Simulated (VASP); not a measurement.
**SiC (Moissanite 3C): band structure with TPSSh**

Crystal: SiC (Moissanite 3C).

```
Si C
1.0
     0.00000    2.17900    2.17900
     2.17900    0.00000    2.17900
     2.17900    2.17900    0.00000
Si C
1 1
Cartesian
  0.0000 0.0000 0.0000
  3.2685 3.2685 3.2685
```

| Property | Result |
| --- | --- |
| Program | VASP 6.6.1 |
| Task | band structure |
| Functional | TPSSh |
| Potentials or basis | VASP PAW PBE potentials, release 64 (Si, C) |
| Cutoff | 520 eV |
| k mesh | 5 × 5 × 5 |
| Occupations | fermi-dirac, width 0.05 eV |
| Spin | no spin polarisation |
| Grid for exact exchange (PRECFOCK) | Fast |
| Exchange at q = 0 | truncated |
| Further INCAR settings | ALGO = Normal; EDIFF = 1e-06 |

```
Pressure                : -0.8 GPa
Band gap along the path : 1.94 eV, indirect (least direct gap 5.26 eV)
```

Levels at the corners of the path, in eV from the valence-band top:
```csv
point,band 1,band 2,band 3,band 4,band 5,band 6,band 7,band 8
Γ,-16.32,0.00,0.00,0.00,7.11,8.39,8.39,8.39
X,-11.15,-8.14,-3.32,-3.32,1.94,5.18,15.41,15.43
X,-11.15,-8.14,-3.32,-3.32,1.94,5.18,15.41,15.41
W,-10.92,-7.30,-5.24,-4.89,5.97,10.54,10.69,10.74
W,-10.92,-7.30,-5.24,-4.89,5.97,10.54,10.69,10.74
K,-11.15,-7.58,-5.81,-2.70,3.80,8.76,13.08,13.73
K,-11.15,-7.58,-5.81,-2.70,3.80,8.76,13.08,13.72
Γ,-16.32,0.00,0.00,0.00,7.11,8.39,8.39,8.39
Γ,-16.32,0.00,0.00,0.00,7.11,8.39,8.39,8.39
L,-12.63,-8.96,-1.08,-1.08,6.35,8.22,8.22,11.00
L,-12.63,-8.96,-1.08,-1.08,6.35,8.22,8.22,11.00
U,-11.15,-7.58,-5.81,-2.70,3.80,8.76,13.08,13.73
U,-11.15,-7.58,-5.81,-2.70,3.80,8.76,13.08,13.73
W,-10.92,-7.30,-5.24,-4.89,5.97,10.54,10.69,10.74
W,-10.92,-7.30,-5.24,-4.89,5.97,10.54,10.69,10.74
L,-12.63,-8.96,-1.08,-1.08,6.35,8.22,8.22,11.00
L,-12.63,-8.96,-1.08,-1.08,6.35,8.22,8.22,11.00
K,-11.15,-7.58,-5.81,-2.70,3.80,8.76,13.08,13.73
U,-11.15,-7.58,-5.81,-2.70,3.80,8.76,13.08,13.73
X,-11.15,-8.14,-3.32,-3.32,1.94,5.18,15.41,15.41
```

Wall time 2.9 min on 1 thread of Intel(R) Xeon(R) Platinum 8559C (Emerald Rapids), on a shared host, peak memory 0.16 GiB.

Caveat: the k mesh is coarse (spacing up to 0.50 Å⁻¹), so the values aren't converged, least of all with exact exchange; the PAW data sets were made with another functional, which shifts forces and pressure a little.
